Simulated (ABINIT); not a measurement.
Runs of ABINIT 10.8.3 (patched build) on GaSb. It takes space group F-43m (No. 216, cubic). Conventional cell: a = 6.118 Å, b = 6.118 Å, c = 6.118 Å, α = 90.00°, β = 90.00°, γ = 90.00°. Around Sb (site symmetry -43m) lie 4 Ga at 2.65 Å. Around Ga (site symmetry -43m) lie 4 Sb at 2.65 Å. 

```csv
task,level,potentials or basis,k mesh,cutoff (eV),fine-grid cutoff,mesh quality,gap on the mesh (eV),pressure (GPa)
single point,PBE,JTH PAW PBE v2.0,3 × 3 × 3,463,925.187 eV,coarse,none,(b)
band structure,LDA-PZ,JTH PAW LDA v2.0 sp,8 × 8 × 8,544,1088.46 eV,not flagged,none,-1.6
band structure,LDA-VWN,JTH PAW LDA v2.0 sp,8 × 8 × 8,544,1088.46 eV,not flagged,none,-1.7
single point,LDA,JTH PAW LDA v2.0,10 × 10 × 10,463,925.187 eV,not flagged,none,(a)
band structure,PBEsol,JTH PAW PBE v2.0,8 × 8 × 8,463,925.187 eV,not flagged,none,-0.3
```

Alike in all rows: no spin polarisation; cell as given; smearing fermi-dirac 0.05 eV.

Question: Estimate the missing entries.

Answer: (a) -2.0; (b) 4.0.

Caveats: some runs use coarse meshes; this crystal is a semiconductor, whose small gap the functional closes, so the metal is an error of the method; spin-orbit coupling is left out, which moves the levels of the heavy elements (some runs); this set keeps more shells in the core, which shifts pressures and gaps (some runs); the PAW data sets were made with another functional, which shifts forces and pressure a little (some runs).

A k mesh can miss the band edges, and the runs leave out spin-orbit coupling on Ga, Sb.

A gap of «none» marks a metal or a gap under the smearing width.

The runs don't all hold the same shells in valence.
